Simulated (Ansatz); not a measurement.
The system is Te.

```xyz
1
Lattice="2.3059 1.3313 1.6910 -2.3059 1.3313 1.6910 0.0000 -2.6626 1.6910" Properties=species:S:1:pos:R:3 pbc="T T T"
Te    0.0000    0.0000    2.5364
```

This isn't the form of Te at room conditions, which is trigonal, of chains.

- Program: Ansatz 0.2.0
- Task: relaxation of cell and atoms
- Functional: r2SCAN
- Potentials or basis: Ansatz PAW
- Cutoff: 500 eV (not typed: the program's choice for these potentials)
- k mesh: 9 × 9 × 9
- Occupations: fermi-dirac, width 0.05 eV
- Spin: no spin polarisation

At the start: volume 31.15 Å³/atom.

Q: Where does the relaxation end?

A: It ends after 7 steps and the volume is 32.49 Å³/atom (+4.3 %); space group R-3m (No. 166, to 0.05 Å).

The path:
```tsv
step	energy change (eV)	largest force (eV/Å)	volume (Å³)
1	0.0000	0.0000	31.15
2	-0.0059	0.0000	32.93
3	-0.0082	0.0000	32.43
4	-0.0098	0.0000	32.50
5	-0.0099	0.0000	32.48
6	-0.0099	0.0000	32.49
7	-0.0101	0.0000	32.49
```

Final structure:
```cif
data_structure
_symmetry_space_group_name_H-M 'P 1'
_symmetry_Int_Tables_number 1
_cell_length_a 3.1928
_cell_length_b 3.1928
_cell_length_c 3.1928
_cell_angle_alpha 91.942
_cell_angle_beta 91.942
_cell_angle_gamma 91.942
_cell_volume 32.49
loop_
_atom_site_label
_atom_site_type_symbol
_atom_site_fract_x
_atom_site_fract_y
_atom_site_fract_z
_atom_site_occupancy
Te1 Te 0.50000 0.50000 0.50000 1
```

Caveat: the plane-wave basis is chosen anew once the cell has moved, so the energies of steps on either side of that aren't comparable; the PAW data sets come from PBE, with cores solved anew for the run's functional, which leaves a small shift of forces and pressure.
